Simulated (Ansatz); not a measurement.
Crystal: BaTiO3.

```xyz
10
Lattice="3.9998 0.0000 0.0000 0.0000 3.9998 0.0000 0.0000 0.0000 8.0360" Properties=species:S:1:pos:R:3 pbc="T T T"
Ba    3.9971    0.0060    0.0165
Ba    0.0027    3.9938    4.0015
Ti    1.9573    1.9913    1.9280
Ti    2.0425    2.0085    5.9633
O     2.0111    2.0083    0.0866
O     1.9887    1.9915    4.0600
O     2.0226    0.0067    2.0741
O     1.9772    3.9931    6.0825
O     0.0311    1.9987    2.1106
O     3.9687    2.0011    6.0460
```

```yaml
Program: Ansatz 0.2.0
Task: relaxation of cell and atoms
Functional: r2SCAN
Dispersion: rVV10
Potentials_or_basis: Ansatz PAW
Cutoff: "500 eV (not typed: the program's choice for these potentials)"
k_mesh: 7 × 7 × 4
Occupations: fermi-dirac, width 0.05 eV
Spin: no spin polarisation
```

At the start: volume 12.86 Å³/atom.

Q: How do energy, volume and symmetry change on relaxing?

A: It ends after 5 steps and the volume is 12.82 Å³/atom (-0.3 %); space group Cmc2_1 (No. 36, to 0.05 Å).

The path:
| step | energy change (eV) | largest force (eV/Å) | volume (Å³) |
| --- | --- | --- | --- |
| 1 | 0.0000 | 1.0181 | 128.56 |
| 2 | -0.0702 | 0.1520 | 127.27 |
| 3 | -0.0751 | 0.0621 | 128.45 |
| 4 | -0.0762 | 0.0024 | 128.22 |
| 5 | -0.0761 | 0.0022 | 128.22 |

Final structure:
```yaml
crystal:
  lattice:
    - [3.98425, 0.00256, -0.00002]
    - [0.00256, 3.98195, 0.00000]
    - [-0.00005, 0.00001, 8.08204]
  atoms:
    - { symbol: Ba, position: [0.99823, 0.99831, 0.99855] }
    - { symbol: Ba, position: [0.00178, 0.00168, 0.49854] }
    - { symbol: Ti, position: [0.48764, 0.48808, 0.24091] }
    - { symbol: Ti, position: [0.51238, 0.51189, 0.74089] }
    - { symbol: O, position: [0.49971, 0.49976, 0.01184] }
    - { symbol: O, position: [0.50030, 0.50025, 0.51183] }
    - { symbol: O, position: [0.50549, 0.00902, 0.25639] }
    - { symbol: O, position: [0.49450, 0.99100, 0.75638] }
    - { symbol: O, position: [0.00944, 0.50521, 0.25633] }
    - { symbol: O, position: [0.99053, 0.49480, 0.75633] }
```

Caveat: the plane-wave basis is chosen anew once the cell has moved, so the energies of steps on either side of that aren't comparable; the PAW data sets come from PBE, with cores solved anew for the run's functional, which leaves a small shift of forces and pressure.
